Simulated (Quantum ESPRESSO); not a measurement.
# Ir (P6_3/mmc) in Quantum ESPRESSO: reference runs

Reference runs on Ir: the cell as given and a disturbed copy.

Everything below comes from runs of Quantum ESPRESSO 7.5. Logs are shortened: lines on timing, memory, paths and dates and some standing lists are left out, and cuts for length are marked.

## 1. Starting point

It takes space group P6_3/mmc (No. 194, hexagonal). Conventional cell: a = 2.751 Å, b = 2.751 Å, c = 4.462 Å, α = 90.00°, β = 90.00°, γ = 120.00°. Ir (site symmetry -6m2) has 12 Ir at 2.74 to 2.75 Å as nearest neighbours.

This isn't the form of Ir at room conditions, which is fcc.

## 2. Single point, PBE

pw.in

```
&CONTROL
  calculation = 'scf'
  prefix = 'pwscf'
  outdir = './tmp'
  pseudo_dir = './pseudo'
  tprnfor = .true.
  tstress = .true.
  disk_io = 'nowf'
/
&SYSTEM
  ibrav = 0
  nat = 2
  ntyp = 1
  ecutwfc = 55
  ecutrho = 440
  nbnd = 22
  occupations = 'smearing'
  smearing = 'fd'
  degauss = 0.00367493
/
&ELECTRONS
  conv_thr = 4d-10
  electron_maxstep = 120
  mixing_beta = 0.5
/
ATOMIC_SPECIES
Ir   192.2170 Ir_pbe_v1.2.uspp.F.UPF
CELL_PARAMETERS angstrom
   2.7513778946    0.0000000000    0.0000000000
  -1.3756889473    2.3827631521    0.0000000000
   0.0000000000    0.0000000000    4.4622900000
ATOMIC_POSITIONS crystal
Ir     0.3333333333    0.6666666667    0.2500000000
Ir     0.6666666667    0.3333333333    0.7500000000
K_POINTS automatic
11 11 6 0 0 0
```

Potentials or basis: SSSP 1.3 efficiency PBE.

Run with:

```bash
> OMP_NUM_THREADS=1 pw.x -in pw.in > pw.out
```

pw.out:

```text
This program is part of the open-source Quantum ESPRESSO suite
     for quantum simulation of materials; please cite
         "P. Giannozzi et al., J. Phys.:Condens. Matter 21 395502 (2009);
         "P. Giannozzi et al., J. Phys.:Condens. Matter 29 465901 (2017);
         "P. Giannozzi et al., J. Chem. Phys. 152 154105 (2020);
     in publications or presentations arising from this work. More details at

     Message from routine setup:
     using ibrav=0 with symmetry is DISCOURAGED, use correct ibrav instead

     G-vector sticks info
     --------------------
     sticks:   dense  smooth     PW     G-vecs:    dense   smooth      PW
     Sum         823     421    121                30723    10863    1871

     Using Slab Decomposition

     bravais-lattice index     =            0
     lattice parameter (alat)  =       5.1994  a.u.
     unit-cell volume          =     197.4174 (a.u.)^3
     number of atoms/cell      =            2
     number of atomic types    =            1
     number of electrons       =        30.00
     number of Kohn-Sham states=           22
     kinetic-energy cutoff     =      55.0000  Ry
     charge density cutoff     =     440.0000  Ry
     scf convergence threshold =      4.0E-10
     mixing beta               =       0.5000
     number of iterations used =            8  plain     mixing
     Exchange-correlation= SLA  PW   PBE  PBE
                           (   1   4   3   4   0   0   0)

     celldm(1)=   5.199351  celldm(2)=   0.000000  celldm(3)=   0.000000
     celldm(4)=   0.000000  celldm(5)=   0.000000  celldm(6)=   0.000000

     crystal axes: (cart. coord. in units of alat)
               a(1) = (   1.000000   0.000000   0.000000 )
               a(2) = (  -0.500000   0.866025   0.000000 )
               a(3) = (   0.000000   0.000000   1.621838 )

     reciprocal axes: (cart. coord. in units 2 pi/alat)
               b(1) = (  1.000000  0.577350 -0.000000 )
               b(2) = (  0.000000  1.154701  0.000000 )
               b(3) = (  0.000000 -0.000000  0.616584 )

     PseudoPot. # 1 for Ir read from file:
     Ir_pbe_v1.2.uspp.F.UPF
     Pseudo is Ultrasoft + core correction, Zval = 15.0
     Generated by new atomic code, or converted to UPF format
     Using radial grid of  983 points,  7 beta functions with:
                l(1) =   0
                l(2) =   0
                l(3) =   1
                l(4) =   1
                l(5) =   1
                l(6) =   2
                l(7) =   2
     Q(r) pseudized with  8 coefficients,  rinner =    1.400   1.400   1.400
                                                       1.400   1.400

     atomic species   valence    mass     pseudopotential
     Ir               15.00   192.21700     Ir( 1.00)

     24 Sym. Ops., with inversion, found (12 have fractional translation)

   Cartesian axes

     site n.     atom                  positions (alat units)
         1        Ir     tau(   1) = (  -0.0000000   0.5773503   0.4054596  )
         2        Ir     tau(   2) = (   0.5000000   0.2886751   1.2163787  )

     number of k points=    64  Fermi-Dirac smearing, width (Ry)=  0.0037
                       cart. coord. in units 2pi/alat
        k(    1) = (   0.0000000   0.0000000   0.0000000), wk =   0.0027548
        k(    2) = (   0.0000000   0.0000000   0.1027640), wk =   0.0055096
        k(    3) = (   0.0000000   0.0000000   0.2055281), wk =   0.0055096
        k(    4) = (   0.0000000   0.0000000  -0.3082921), wk =   0.0027548
        k(    5) = (   0.0000000   0.1049728   0.0000000), wk =   0.0165289
        k(    6) = (   0.0000000   0.1049728   0.1027640), wk =   0.0330579
[... 56 lines left out ...]
        k(   63) = (   0.2727273   0.5773503   0.2055281), wk =   0.0330579
        k(   64) = (   0.2727273   0.5773503  -0.3082921), wk =   0.0165289

     Dense  grid:    30723 G-vectors     FFT dimensions: (  36,  36,  60)

     Smooth grid:    10863 G-vectors     FFT dimensions: (  25,  25,  40)

     Initial potential from superposition of free atoms

     starting charge      28.9999, renormalised to      30.0000

     negative rho (up, down):  7.514E-01 0.000E+00
     Starting wfcs are   24 randomized atomic wfcs

     Self-consistent Calculation

     iteration #  1     ecut=    55.00 Ry     beta= 0.50
     Davidson diagonalization with overlap
     ethr =  1.00E-02,  avg # of iterations =  4.5

     negative rho (up, down):  6.570E-01 0.000E+00

     total energy              =    -363.32359323 Ry
     estimated scf accuracy    <       1.34214559 Ry

     iteration #  2     ecut=    55.00 Ry     beta= 0.50
     Davidson diagonalization with overlap
     ethr =  4.47E-03,  avg # of iterations =  2.0

     negative rho (up, down):  6.421E-01 0.000E+00

     total energy              =    -363.54837450 Ry
     estimated scf accuracy    <       0.01093469 Ry

     iteration #  3     ecut=    55.00 Ry     beta= 0.50
     Davidson diagonalization with overlap
     ethr =  3.64E-05,  avg # of iterations =  7.2

     negative rho (up, down):  6.367E-01 0.000E+00

     total energy              =    -363.55029433 Ry
     estimated scf accuracy    <       0.00141890 Ry

     iteration #  4     ecut=    55.00 Ry     beta= 0.50
     Davidson diagonalization with overlap
     ethr =  4.73E-06,  avg # of iterations =  4.2

     negative rho (up, down):  6.359E-01 0.000E+00

     total energy              =    -363.55044639 Ry
     estimated scf accuracy    <       0.00011672 Ry

     iteration #  5     ecut=    55.00 Ry     beta= 0.50
     Davidson diagonalization with overlap
     ethr =  3.89E-07,  avg # of iterations =  4.3

     negative rho (up, down):  6.366E-01 0.000E+00

     total energy              =    -363.55047901 Ry
     estimated scf accuracy    <       0.00001774 Ry

     iteration #  6     ecut=    55.00 Ry     beta= 0.50
     Davidson diagonalization with overlap
     ethr =  5.91E-08,  avg # of iterations =  2.3

     negative rho (up, down):  6.366E-01 0.000E+00

     total energy              =    -363.55048205 Ry
     estimated scf accuracy    <       0.00000008 Ry

     iteration #  7     ecut=    55.00 Ry     beta= 0.50
     Davidson diagonalization with overlap
     ethr =  2.83E-10,  avg # of iterations =  2.5

     negative rho (up, down):  6.366E-01 0.000E+00

     total energy              =    -363.55048212 Ry
     estimated scf accuracy    <          1.2E-09 Ry

     iteration #  8     ecut=    55.00 Ry     beta= 0.50
     Davidson diagonalization with overlap
     ethr =  3.97E-12,  avg # of iterations =  2.8

     negative rho (up, down):  6.366E-01 0.000E+00

     End of self-consistent calculation

          k = 0.0000 0.0000 0.0000 (  1363 PWs)   bands (ev):

   -26.0870 -25.4634 -25.4634 -25.3739 -25.3598 -25.3598  13.1971  16.1923
    20.2449  20.3473  20.3473  20.9698  20.9698  21.7272  21.7272  23.3124
    24.2504  24.2504  30.8407  34.5509  34.5539  37.7896

          k = 0.0000 0.0000 0.1028 (  1358 PWs)   bands (ev):

   -26.0409 -25.4564 -25.4564 -25.4236 -25.3668 -25.3668  13.4989  16.2023
    20.1103  20.2311  20.2311  20.8212  20.8212  22.0739  22.0739  22.2739
    24.2338  24.2338  32.3346  34.5506  34.5555  37.2845

          k = 0.0000 0.0000 0.2055 (  1352 PWs)   bands (ev):

   -25.9141 -25.5574 -25.4376 -25.4376 -25.3858 -25.3858  14.3286  16.0652
    19.8279  20.1327  20.1327  20.5035  20.5035  20.6211  22.8004  22.8004
    24.0469  24.0469  34.5424  34.5508  35.4148  36.9872

          k = 0.0000 0.0000-0.3083 (  1364 PWs)   bands (ev):

   -25.7377 -25.7377 -25.4117 -25.4117 -25.4117 -25.4117  15.3844  15.3844
    19.7885  19.7885  20.2299  20.2299  20.2299  20.2299  23.5406  23.5406
    23.5406  23.5406  34.5496  34.5496  37.1966  37.1966

          k = 0.0000 0.1050 0.0000 (  1357 PWs)   bands (ev):

   -26.0689 -25.5049 -25.4768 -25.4032 -25.3816 -25.3668  13.5095  16.4648
    19.8303  20.6051  20.6801  20.8344  21.2105  21.3165  21.5406  22.1503
    24.3580  25.9152  30.7945  34.5507  34.5541  38.3394

          k = 0.0000 0.1050 0.1028 (  1355 PWs)   bands (ev):

   -26.0259 -25.4968 -25.4695 -25.4500 -25.3890 -25.3741  13.8040  16.4869
    19.8409  20.3189  20.4496  20.4706  21.0463  21.5570  21.9495  22.0652
    24.3134  25.2395  32.3636  34.5508  34.5554  37.8398

          k = 0.0000 0.1050 0.2055 (  1355 PWs)   bands (ev):

   -25.9076 -25.5755 -25.4737 -25.4494 -25.4116 -25.3943  14.6183  16.3698
    19.7582  19.7856  19.9575  20.3355  20.7213  20.8530  22.7193  22.8042
    24.0647  24.4339  34.5425  34.5506  35.3963  37.5124

          k = 0.0000 0.1050-0.3083 (  1348 PWs)   bands (ev):

   -25.7430 -25.7430 -25.4426 -25.4426 -25.4219 -25.4219  15.6747  15.6747
    19.4542  19.4542  20.2632  20.2632  20.4388  20.4388  23.4998  23.4998
    23.6672  23.6672  34.5498  34.5498  37.5025  37.5025

          k = 0.0000 0.2099 0.0000 (  1357 PWs)   bands (ev):

   -26.0179 -25.6167 -25.5174 -25.5120 -25.4048 -25.3861  14.3756  17.1059
    19.3470  20.0035  20.3885  21.1145  21.3472  21.3656  21.5630  21.8987
    24.5710  28.1338  30.6461  34.5507  34.5536  38.6385

          k = 0.0000 0.2099 0.1028 (  1351 PWs)   bands (ev):

   -25.9855 -25.6038 -25.5508 -25.5037 -25.4186 -25.3946  14.6374  17.1697
    19.4086  19.5450  20.1891  20.8814  21.1145  21.6239  21.9491  22.0827
    24.4665  26.8009  32.4758  34.5508  34.5552  38.6076

          k = 0.0000 0.2099 0.2055 (  1352 PWs)   bands (ev):

   -25.8964 -25.6485 -25.5611 -25.4808 -25.4568 -25.4178  15.3695  17.1209
    18.8986  19.5054  19.7318  20.7288  20.8181  21.3305  22.6488  22.9271
    24.0950  25.2582  34.5415  34.5504  35.2905  38.5568

          k = 0.0000 0.2099-0.3083 (  1350 PWs)   bands (ev):

   -25.7731 -25.7731 -25.5093 -25.5093 -25.4493 -25.4493  16.3745  16.3745
    18.9819  18.9819  20.1452  20.1452  20.9946  20.9946  23.4425  23.4425
    24.0073  24.0073  34.5495  34.5495  37.7774  37.7774
[... 267 lines left out ...]
   -25.8884 -25.8256 -25.7452 -25.7085 -25.6064 -25.5765  17.5864  17.9349
    18.4406  18.8882  19.7358  20.4344  21.3403  23.2241  24.3803  24.5727
    27.1931  29.7155  31.2438  33.5680  34.5516  34.5561

          k = 0.2727 0.4724 0.1028 (  1368 PWs)   bands (ev):

   -25.8935 -25.8852 -25.7399 -25.6843 -25.6066 -25.5393  17.6087  17.8719
    18.6292  18.7065  20.1065  20.1569  21.2994  23.2897  23.8003  24.7773
    27.3785  30.0105  31.8321  32.2530  34.5515  34.5548

          k = 0.2727 0.4724 0.2055 (  1363 PWs)   bands (ev):

   -25.9391 -25.9216 -25.7499 -25.6782 -25.5565 -25.5004  17.6214  17.6976
    18.7662  19.1181  19.7001  20.3587  21.2849  22.4862  23.8947  24.9433
    27.8031  29.8934  31.5420  32.9930  34.5521  34.5554

          k = 0.2727 0.4724-0.3083 (  1362 PWs)   bands (ev):

   -25.9491 -25.9491 -25.7175 -25.7175 -25.5054 -25.5054  17.6130  17.6130
    19.0629  19.0629  20.0185  20.0185  21.5882  21.5882  24.5950  24.5950
    28.6029  28.6029  32.8578  32.8578  34.5583  34.5583

          k = 0.2727 0.5774 0.0000 (  1364 PWs)   bands (ev):

   -25.8957 -25.7893 -25.7682 -25.6936 -25.6430 -25.6211  17.4888  18.2080
    18.3062  19.2558  19.8461  20.1393  21.6129  23.7740  24.2315  24.3220
    28.3301  28.3675  30.3140  34.5492  34.5504  35.4273

          k = 0.2727 0.5774 0.1028 (  1371 PWs)   bands (ev):

   -25.9021 -25.8373 -25.8103 -25.6654 -25.6239 -25.5702  17.5574  18.2544
    18.3374  18.9889  19.8871  20.2409  21.5948  23.6798  23.8659  24.3684
    28.5866  28.6633  31.0054  34.5316  34.5360  34.7155

          k = 0.2727 0.5774 0.2055 (  1372 PWs)   bands (ev):

   -25.9334 -25.9066 -25.8018 -25.7051 -25.5437 -25.5151  17.6335  18.1551
    18.5932  18.8291  19.8984  20.2784  21.6048  22.5278  24.0938  24.4801
    29.2851  29.6178  32.1032  33.1841  33.1993  34.5564

          k = 0.2727 0.5774-0.3083 (  1364 PWs)   bands (ev):

   -25.9427 -25.9427 -25.7559 -25.7559 -25.5033 -25.5033  17.8036  17.8036
    18.9081  18.9081  20.0326  20.0326  21.7989  21.7989  24.3484  24.3484
    30.2786  30.2786  31.7190  31.7190  34.3427  34.3427

     the Fermi energy is    23.9824 ev

!    total energy              =    -363.55048213 Ry
     estimated scf accuracy    <          8.9E-12 Ry
     smearing contrib. (-TS)   =      -0.00190778 Ry
     internal energy E=F+TS    =    -363.54857434 Ry

     The total energy is F=E-TS. E is the sum of the following terms:
     one-electron contribution =     -17.92972652 Ry
     hartree contribution      =      36.38541878 Ry
     xc contribution           =    -100.78468937 Ry
     ewald contribution        =    -281.21957724 Ry

     convergence has been achieved in   8 iterations

     negative rho (up, down):  6.366E-01 0.000E+00

     Forces acting on atoms (cartesian axes, Ry/au):

     atom    1 type  1   force =     0.00000000   -0.00000000    0.00000000
     atom    2 type  1   force =    -0.00000000    0.00000000    0.00000000

     Total force =     0.000000     Total SCF correction =     0.000000

     Computing stress (Cartesian axis) and pressure

     negative rho (up, down):  6.366E-01 0.000E+00
          total   stress  (Ry/bohr**3)                   (kbar)     P=      -21.10
  -0.00013400  -0.00000000  -0.00000000          -19.71       -0.00       -0.00
  -0.00000000  -0.00013400   0.00000000           -0.00      -19.71        0.00
   0.00000000   0.00000000  -0.00016228            0.00        0.00      -23.87

=------------------------------------------------------------------------------=
   JOB DONE.
=------------------------------------------------------------------------------=
```

Run time: 43 s. Hardware: 1 thread of Arm Neoverse N1, shared host; peak memory 0.19 GiB.

Results:

| Quantity | Value |
| --- | --- |
| Free energy | -4946.3563 eV |
| Pressure | -2.1 GPa |
| Band gap on the k mesh | none (metal or under the smearing width) |

(Continued in part 2 of 2.)
